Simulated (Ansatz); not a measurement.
# Ti2C (R-3m) in Ansatz: further runs

Runs on Ti2C. Level: PBEsol+U. Tasks: relaxation of cell and atoms.

Everything below comes from runs of Ansatz 0.2.0. Logs are shortened: lines on timing, memory, paths and dates and some standing lists are left out, and cuts for length are marked.

### Step 1. The crystal as given

It takes space group R-3m (No. 166, trigonal). Conventional cell: a = 3.081 Å, b = 3.081 Å, c = 14.441 Å, α = 90.00°, β = 90.00°, γ = 120.00°. Around Ti (site symmetry 3m) lie 3 C at 2.11 Å. C (site symmetry -3m) is surrounded by 6 Ti at 2.11 Å.

The cell comes from a database or a generator and needn't be the stable form of this composition.

### Step 2. Relaxation of cell and atoms, PBEsol+U

Contents of input.yaml:

```yaml
crystal:
  lattice:
    - [1.540698181, 0.8895225095, 4.8137698526]
    - [-1.540698181, 0.8895225095, 4.8137698526]
    - [0.0, -1.7790450191, 4.8137698526]
  atoms:
    - { symbol: Ti, position: [0.75450217, 0.75450217, 0.75450217] }
    - { symbol: Ti, position: [0.24549783, 0.24549783, 0.24549783] }
    - { symbol: C, position: [0.5, 0.5, 0.5] }
hamiltonian:
  xc: pbesol
  pseudopotentials: { kind: paw }
  hubbard: { sites: [{ species: Ti, l: d, u_eff: 4.0 }] }
kpoints:
  mp_grid: { grid: [10, 10, 10] }
scf:
  occupations: { method: fermi_dirac, width: 0.05 }
output:
  forces: true
  stress: true
  eigenvalues: true
  write_density: true
  write_potential: true
  elf: true
  volumetric_format: npy
relax:
  f_tol: 0.01
  max_steps: 40
  cell: { stress_tol: 0.05 }
```

Potentials or basis: Ansatz PAW.

On the command line:

```sh
$ ansatz run input.yaml --threads 2 --pin off --max-ram 5632MiB --backend cpu --events-out ev --progress --plain --runs-dir out
```

The program printed:

```text
Warning: RAYON_NUM_THREADS=2 ignored (pool sized by the plan → 2); use --threads N
basis.fft_grid_basis auto: the FFT boxes are laid along the combinations [[1, -1, 0], [0, 1, 0], [0, -1, 1]] of the cell's own vectors, 3.081, 5.132 and 3.081 Å long. The dense box has 24×36×24 points. Along the cell's own vectors, as sized, it would have 36×36×36, 2.25 times as many. Of the 12 symmetry operations that the crystal satisfies within crystal.symmetry.tolerance (time reversal apart; of a slab, those that keep its plane) the dense box along the cell's own vectors carries 12, and the one as laid loses 8 of those. basis.fft_grid_basis: typed keeps the cell's own vectors: state it where this run's energies or levels are differenced outside the engine with another run's, or held beside a run that keeps those vectors. Those combinations have planes normal to reciprocal vector 3, as the cell's own vectors have. Each planar average written beside output.write_density, output.write_potential has a row for each plane of the box: 24. The volumetric files lie along those combinations, not along the cell's own vectors: a cube or XSF file states them, and fields.json those of NumPy files.
Ti: projections on atomic orbitals take those of the free atom [Ne] 3s2 3p6 3d2 4s2, of charge +0.00 (hamiltonian.pseudopotentials.projection_atoms); the dataset's partial waves leave at most 4.1e-7 of an orbital's norm unspanned inside its sphere
C: projections on atomic orbitals take those of the free atom [He] 2s2 2p2, of charge +0.00 (hamiltonian.pseudopotentials.projection_atoms); the dataset's partial waves leave at most 3.7e-9 of an orbital's norm unspanned inside its sphere
Engine: ansatz 0.2.0, aarch64-unknown-linux-gnu
Pseudopotentials: kind: paw
Pseudopotential: Ti, paw, valence charge 12, recommended cutoff 420 eV (normal), Ti.paw.azcp
Pseudopotential: C, paw, valence charge 4, recommended cutoff 420 eV (normal), C.paw.azcp
Functional definition: PBEsol
  exchange = pbesol_x
  correlation = pbesol_c
Crystal: 3 atoms, lattice volume = 39.583 Å³
Basis set: ecut = 420 eV, 785 PW (Γ), FFT grids on a1−a2, a2, −a2+a3, exchange–correlation on 48×72×48 points (8 copies of the dense FFT grid, shifted against one another)
Bands: 18, of which v1, the nominal top of the filled ones, is band 14 counted from 1 (13 counted from 0)
Symmetry: 12 space group operations
Space group: R-3m (ITA 166), of the structure as read, at distance tolerance 3.4e-5 Å
k-points: 116 of 1000
Non-local potential: Ti, projectors of the file, l = 0: 3, l = 1: 2, l = 2: 3, l = 3: 1
Non-local potential: C, projectors of the file, l = 0: 2, l = 1: 2, l = 2: 1
PAW form: soft (Blöchl's): semilocal exchange-correlation on the pseudo side does not see the compensation charge
PAW frozen core: Ti, regenerated for the run's functional, and the local potential with it (the file was generated under x = pbe(κ = 0.804, μ = 0.2195149727645171), c = pbe(β = 0.06672455060314922))
PAW frozen core: C, regenerated for the run's functional, and the local potential with it (the file was generated under x = pbe(κ = 0.804, μ = 0.2195149727645171), c = pbe(β = 0.06672455060314922))
PAW one-centre angular grid: Ti, 590 points (default); XC on 64 Gauss nodes
PAW one-centre angular grid: C, 110 points (default); XC on 64 Gauss nodes
Initial density: superposition of atomic densities (chi_scale 0.1, normalization cell, long waves of neutral atoms under a Hubbard term (reshape's long-wave potential 0.03 eV rms, cloud 2.36 Å wide))
Initial wavefunctions: pseudopotential atomic-orbital guess
Functional: x = pbesol(κ = 0.804, μ = 0.12345679012345678), c = pbesol(β = 0.046)
SCF iter   1: F=—  HF=-5190.878684 eV  |F-HF|=—  |Δ(HF+E_count)|=         —  Δρ=1.33e-1  dr2=1.10e1  ethr=3.10e-3  ⟨swp⟩=4.2  Hψ=8299  notcnv=0
[... 58 lines left out ...]
basis re-selected at this cell: Δ(F+E_penalty+E_count) = -1.047e-4 eV, ΔP = +0.003 GPa vs the last step (what re-selecting the basis moved, of the pressure what is left beyond the Pulay correction that the steps carried, after the strain that the cell walked since its last selection, with what the two solves' SCF thresholds leave and, on support functions, any second-order correction that the steps lacked; it is no measure of the basis error at this ecutwfc). This SCF's stress stands 1.03e-2 GPa from its target on what of the cell is left free (relax.cell.stress_tol is 5.00e-2 GPa) and its largest allowed force component is 2.45e-3 eV/Å (relax.f_tol is 1.00e-2 eV/Å): within both
SCF converged after 5 iterations
Free energy (F): -5188.553170 eV
Harris-Foulkes:  -5188.553170 eV  (|F-HF|=9.09e-13)
Internal energy: -5188.534050 eV  (E = F + TS)
E sigma→0 (E₀):  -5188.543610 eV
Entropy (-TS):   -0.019120 eV (-6.373 meV/atom)
Fermi energy:    13.814702 eV
--- Per-component energies (eV) ---
  E_band       = -297.037676
  E_kinetic    = 633.503592
  E_local      = -1773.598992  (includes V_loc(G=0)·N_el)
  E_nonlocal   = 40.577617
  E_hartree    = 723.023620
  E_xc         = -243.131598
  E_vxc        = -305.024947  (∫ρ·V_xc dr)
  E_hubbard    = 7.929075  (on-site DFT+U / exact-exchange correction)
  E_vhub       = 4.829455  (the Hubbard potential's part of the band-sum identity)
  E_paw        = -2137.469540  (= ΣΔE_a)
  E_vpaw       = -343.371893  (= ΣTr[D̂ρ^β])
  E_aug_tail   = 0.000253  (compensation charges beyond the density's cutoff)
  E_ewald      = -2439.667947
  E_core_change = 0.299869  (= ΣΔE_core)
  E_smearing   = -0.019120  (= −TS)
  E_closure    = -0.000000  (closes the sum)
  Σ components = -5188.553170   (vs F -5188.553170, Δ=0.00e0)
--- Forces (eV/Å), atoms counted from 1 ---
  atom   1  Ti     0.00000000    -0.00000000     0.00245220
  atom   2  Ti     0.00000000     0.00000000    -0.00245220
  atom   3  C     -0.00000000     0.00000000     0.00000000
  max |Σ_I F_I| component: 1.85e-17 eV/Å
--- Stress (GPa, compression-positive) ---
       -0.006863       0.000000       0.000000
        0.000000      -0.006863       0.000000
       -0.000000       0.000000      -0.010345
  P = ⅓ Tr σ = -0.0080 GPa (-0.080 kbar)
--- Band table (eV; the first three rows and the last of 116) ---
  k-point 0: bands = ["-43.7381", "-43.6281", "-20.4206", "-19.8745", "-19.8642", "-19.8642", "-19.7909", "-19.7909", "1.9783", "8.8030", "11.0452", "11.0632", "11.0632", "14.2969", "14.2969", "14.9686", "15.5424", "15.5424"]
  k-point 1: bands = ["-43.7314", "-43.6279", "-20.4026", "-19.9045", "-19.8729", "-19.8720", "-19.8236", "-19.7978", "2.1307", "8.9731", "10.4117", "11.0913", "11.5975", "14.1268", "14.3985", "15.0349", "15.2208", "15.5735"]
  k-point 2: bands = ["-43.7126", "-43.6276", "-20.3543", "-19.9859", "-19.9098", "-19.8939", "-19.8924", "-19.8162", "2.5372", "9.4280", "9.7947", "11.1398", "11.8901", "13.6909", "14.6262", "14.6749", "15.2937", "15.7550"]
  k-point 115: bands = ["-43.7099", "-43.6627", "-20.2576", "-20.0450", "-19.8428", "-19.8428", "-19.8120", "-19.8120", "2.2548", "7.6431", "11.1961", "11.1961", "12.6685", "14.1614", "14.6093", "14.6093", "15.4186", "15.4186"]
Occupation matrices written to <dir>
--- Relaxed structure (4 steps of the walk, 3 accepted, 1 SCFs on fresh bases) ---
  F+E_penalty+E_count = -5188.55316966 eV   max|allowed force component| = 2.452e-3 eV/Å   (the final SCF, on the basis selected at the relaxed cell)
  cell:  # Å, volume = 39.6968 Å³
    - [1.537247371087196, 0.8875301834914476, 4.8492774271546475]
    - [-1.537247371087196, 0.8875301834914476, 4.8492774271546475]
    - [2.0945102559359997e-35, -1.7750603670332643, 4.849277427145428]
  atoms:
    - { symbol: Ti, position: [0.7549617738956608, 0.7549617738956608, 0.7549617738956607] }
    - { symbol: Ti, position: [0.24503822610433923, 0.24503822610433923, 0.24503822610433917] }
    - { symbol: C, position: [0.5, 0.5, 0.4999999999999999] }
```

Run time: 20 s. Hardware: 2 threads of Arm Neoverse V1, shared host; peak memory 0.45 GiB.

Results:

- Free energy: -5188.5532 eV
- Relaxed volume: 13.23 Å³/atom
- Relaxed cell: a = 5.164 Å, b = 5.164 Å, c = 5.164 Å, α = 34.64°, β = 34.64°, γ = 34.64°
- Space group after relaxing (to 0.05 Å): R-3m (No. 166)
- Energy gained by relaxing: 0.5 meV/atom
- Ionic steps: 4
- Pressure after relaxing: 0.0 GPa
- Band gap on the k mesh: none (metal or under the smearing width)

Forces in eV/Å, atoms in the order of the input:
```
Ti   0.000  0.000  0.002
Ti   0.000  0.000 -0.002
C    0.000  0.000  0.000
```

Step by step:
| step | energy change (eV) | largest force (eV/Å) | volume (Å³) |
| --- | --- | --- | --- |
| 1 | 0.0000 | 0.0576 | 39.58 |
| 2 | -0.0015 | 0.0076 | 39.71 |
| 3 | -0.0015 | 0.0026 | 39.70 |
| 4 | -0.0016 | 0.0025 | 39.70 |

Final structure:
```xyz
3
Lattice="1.5372 0.8875 4.8493 -1.5372 0.8875 4.8493 0.0000 -1.7751 4.8493" Properties=species:S:1:pos:R:3 pbc="T T T"
Ti    0.0000    0.0000   10.9831
Ti    0.0000    0.0000    3.5648
C     0.0000    0.0000    7.2739
```

Levels at points of the mesh, in eV from the Fermi level:
```tsv
k point	band 12	band 13	band 14	band 15	band 16	band 17
(0.00, 0.00, 0.00)	-2.75	-2.75	0.48	0.48	1.15	1.73
(0.00, 0.00, -0.50)	-2.70	-1.30	-1.11	0.06	1.72	2.62
(0.00, -0.50, -0.50)	-2.84	-1.55	-1.21	0.65	2.41	2.64
(-0.50, -0.50, -0.50)	-2.62	-1.15	0.35	0.79	0.79	1.60
```

Eigenvalues of the final occupation matrices:
```tsv
site	spin	trace	eigenvalues
site 1	1	1.38	0.21 0.28 0.28 0.31 0.31
site 2	1	1.38	0.21 0.28 0.28 0.31 0.31
```

Caveat: the plane-wave basis is chosen anew once the cell has moved, so the energies of steps on either side of that aren't comparable; U without spin polarisation on a metal has little footing; the PAW data sets come from PBE, with cores solved anew for the run's functional, which leaves a small shift of forces and pressure; the U is typed as a test and isn't derived for this compound.

### Step 3. Relaxation of cell and atoms, PBEsol+U

Edit input.yaml of step 2 so:

```diff
@@ -12,3 +12,3 @@
   pseudopotentials: { kind: paw }
-  hubbard: { sites: [{ species: Ti, l: d, u_eff: 4.0 }] }
+  hubbard: { sites: [{ species: Ti, l: d, u_eff: 5.0 }] }
 kpoints:
```

Potentials or basis: Ansatz PAW.

On the command line:

```sh
$ ansatz run input.yaml --threads 2 --pin off --max-ram 5632MiB --backend cpu --events-out ev --progress --plain --runs-dir out
```

It took 29 s on 2 threads of Arm Neoverse V1, shared host; peak memory 0.45 GiB.

The run converged. Its results:

- Free energy: -5186.5797 eV
- Relaxed volume: 13.34 Å³/atom
- Relaxed cell: a = 5.186 Å, b = 5.186 Å, c = 5.186 Å, α = 34.54°, β = 34.54°, γ = 34.54°
- Space group after relaxing (to 0.05 Å): R-3m (No. 166)
- Energy gained by relaxing: 1.2 meV/atom
- Ionic steps: 6
- Pressure after relaxing: 0.0 GPa
- Band gap on the k mesh: none (metal or under the smearing width)

The path:
```
step  energy change (eV)  largest force (eV/Å)  volume (Å³)
   1              0.0000                0.0015        39.58
   2             -0.0032                0.0157        40.02
   3             -0.0032                0.0071        40.01
   4             -0.0036                0.0070        40.01
   5             -0.0036                0.0002        40.02
   6             -0.0036                0.0002        40.02
```

Final structure:
```xyz
3
Lattice="1.5399 0.8890 4.8720 -1.5399 0.8890 4.8720 0.0000 -1.7781 4.8720" Properties=species:S:1:pos:R:3 pbc="T T T"
Ti    0.0000    0.0000   11.0369
Ti    0.0000    0.0000    3.5790
C     0.0000    0.0000    7.3080
```

Levels at points of the mesh, in eV from the Fermi level:
| k point | band 10 | band 11 | band 12 | band 13 | band 14 | band 15 | band 16 | band 17 | band 18 |
| --- | --- | --- | --- | --- | --- | --- | --- | --- | --- |
| (0.00, 0.00, 0.00) | -5.03 | -2.98 | -2.80 | -2.80 | 0.47 | 0.47 | 1.22 | 1.64 | 1.64 |
| (0.00, 0.00, -0.50) | -5.19 | -3.33 | -2.77 | -1.30 | -1.14 | 0.05 | 1.66 | 2.59 | 2.70 |
| (0.00, -0.50, -0.50) | -5.44 | -3.33 | -2.90 | -1.50 | -1.30 | 0.58 | 2.36 | 2.55 | 2.98 |
| (-0.50, -0.50, -0.50) | -6.29 | -2.67 | -2.67 | -1.20 | 0.43 | 0.76 | 0.76 | 1.54 | 1.54 |

Eigenvalues of the final occupation matrices:
| site | spin | trace | eigenvalues |
| --- | --- | --- | --- |
| site 1 | 1 | 1.36 | 0.20 0.27 0.27 0.31 0.31 |
| site 2 | 1 | 1.36 | 0.20 0.27 0.27 0.31 0.31 |

Caveat: the plane-wave basis is chosen anew once the cell has moved, so the energies of steps on either side of that aren't comparable; U without spin polarisation on a metal has little footing; the PAW data sets come from PBE, with cores solved anew for the run's functional, which leaves a small shift of forces and pressure; the U is typed as a test and isn't derived for this compound.
